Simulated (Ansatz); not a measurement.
TePt:

```
Pt Te
1.0
     3.95488    0.00000    0.00000
    -1.97744    3.42502    0.00000
     0.00000    0.00000    3.85976
Pt Te
1 1
Direct
  0.00000 0.00000 0.00000
  0.66667 0.33333 0.50000
```

Measurements of this composition are mostly on another form, of space group No. 166.

| Item | Value |
| --- | --- |
| Program | Ansatz 0.2.0 |
| Task | relaxation of cell and atoms |
| Functional | r2SCAN |
| Dispersion | D4 |
| Potentials or basis | Ansatz PAW |
| Cutoff | 500 eV (not typed: the program's choice for these potentials) |
| k mesh | 8 × 8 × 7 |
| Occupations | fermi-dirac, width 0.05 eV |
| Spin | no spin polarisation |

At the start: volume 26.14 Å³/atom.

**Question.** Where does the relaxation end?

**Answer.** It ends after 7 steps and the volume is 21.93 Å³/atom (-16.1 %); space group P-6m2 (No. 187, to 0.05 Å).

The path:
| step | energy change (eV) | largest force (eV/Å) | volume (Å³) |
| --- | --- | --- | --- |
| 1 | 0.0000 | 0.0000 | 52.28 |
| 2 | -0.4119 | 0.0000 | 46.44 |
| 3 | -0.4715 | 0.0000 | 42.45 |
| 4 | -0.4871 | 0.0000 | 43.93 |
| 5 | -0.4877 | 0.0000 | 43.85 |
| 6 | -0.4877 | 0.0000 | 43.85 |
| 7 | -0.4866 | 0.0000 | 43.85 |

Final structure:
```
Pt Te
1.0
     3.81484    0.00000    0.00000
    -1.90742    3.30375    0.00000
     0.00000    0.00000    3.47931
Pt Te
1 1
Direct
  0.00000 0.00000 0.00000
  0.66667 0.33333 0.50000
```

Caveat: the volume moved by over 15 % at a fixed basis, so the end points are rough; the plane-wave basis is chosen anew once the cell has moved, so the energies of steps on either side of that aren't comparable; pairwise dispersion overbinds metals, which lowers pressure and volume; the PAW data sets come from PBE, with cores solved anew for the run's functional, which leaves a small shift of forces and pressure.
